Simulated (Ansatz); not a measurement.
## Bi₂Te₃: the change of pressure and energy above lowest point with volume scale

Results calculated with Ansatz 0.2.0, not measured. Free energy against uniform scaling of the volume at fixed shape and fractions; periodic cell, basis, potentials, k mesh and filling as listed.

The cell before it is scaled or strained (space group R3m, No. 160):
```
CELL_PARAMETERS angstrom
2.20850 1.27510 9.94670
-2.20850 1.27510 9.94670
0.00000 -2.55020 9.94670
ATOMIC_POSITIONS crystal
Bi 0.18800 0.18800 0.18800
Bi 0.59800 0.59800 0.59800
Te 0.38900 0.38900 0.38900
Te 0.80000 0.80000 0.80000
Te 0.00000 0.00000 0.00000
```

Settings of every row: functional LDA; dispersion none; accuracy low; potentials PAW; wave cutoff 530 eV; density cutoff 2120 eV; k mesh 5x5x5; k shift 0x0x0; occupations fermi dirac; smearing width 0.1 eV; spin none; xc grid level 3; SCF threshold exponent -9.

Limits: coarse k mesh, up to 40 meV an atom off; loose SCF threshold; stress loosely converged; no spin-orbit coupling, which can matter with elements this heavy.

| row | volume scale | V (Å³/atom) | pressure (GPa) | energy above lowest point (meV/atom) |
| --- | --- | --- | --- | --- |
| 1 | 0.92 | 30.924 | 2.82 | 11.7 |
| 2 | 0.9467 | 31.821 | 1 | 1.1 |
| 3 | 0.9733 | 32.715 | -0.56 | 0 |
| 4 | 1 | 33.613 | -1.89 | 7 |
| 5 | 1.0267 | 34.51 | -3.03 | 20.8 |
| 6 | 1.0533 | 35.404 | ? | ? |
| 7 | 1.08 | 36.302 | -4.83 | 65.3 |

Question: what pressure and energy above lowest point should row 6 give?

Worked fit of pressure. Take u = (V_r/V)^(2/3) − 1 with V_r = 33.164 Å³ an atom, which is twice the finite (Eulerian) strain; such expansions in the strain, on which the Birch-Murnaghan equation of state is built, carry the rest volume and the bulk modulus. The shown rows have u = 0.04773, 0.02794, 0.00913, -0.00893, -0.02617, -0.05849. Least squares give pressure = −1.25 + 73.87 × u + 229 × u² + 215 × u³ GPa; a parabola predicts inner rows, each left out in turn, worse (root mean square 0.011 against 0.0046 GPa). All shown rows lie on it to the printed digit. The pressure vanishes at u = 0.0161, or V = 32.38 Å³ an atom, and there the bulk modulus at fixed shape and fractions is B = −V dP/dV = (2/3)(1 + u) dP/du = 55.1 GPa. Letting shape and atoms relax would as a rule lower it, by much in layered, chain or molecular crystals. The withheld row has u = -0.04264, so the fit gives −1.25 + 73.87 × (-0.04264) + 229 × (-0.04264)² + 215 × (-0.04264)³ = -4.00 GPa.

The calculation gave -4 GPa. The fit meets it to the printed digit.

Worked fit of energy above lowest point. Take u = (V_r/V)^(2/3) − 1 with V_r = 33.164 Å³ an atom, which is twice the finite (Eulerian) strain; such expansions in the strain, on which the Birch-Murnaghan equation of state is built, carry the rest volume and the bulk modulus. The shown rows have u = 0.04773, 0.02794, 0.00913, -0.00893, -0.02617, -0.05849. Least squares give energy above lowest point = 2.55 − 388.6 × u + 11950 × u² + 4298 × u³ meV/atom; a parabola predicts inner rows, each left out in turn, worse (root mean square 0.2 against 0.048 meV/atom). All shown rows lie on it to the printed digit. Its lowest point lies at u = 0.0161, or V = 32.38 Å³ an atom, and the curvature there gives the bulk modulus at fixed shape and fractions, B = (4/9)(1 + u)² E″(u)/V = 55.2 GPa. Letting shape and atoms relax would as a rule lower it, by much in layered, chain or molecular crystals. The withheld row has u = -0.04264, so the fit gives 2.55 − 388.6 × (-0.04264) + 11950 × (-0.04264)² + 4298 × (-0.04264)³ = 40.5 meV/atom.

The calculation gave 40.5 meV/atom. The fit meets it to the printed digit.
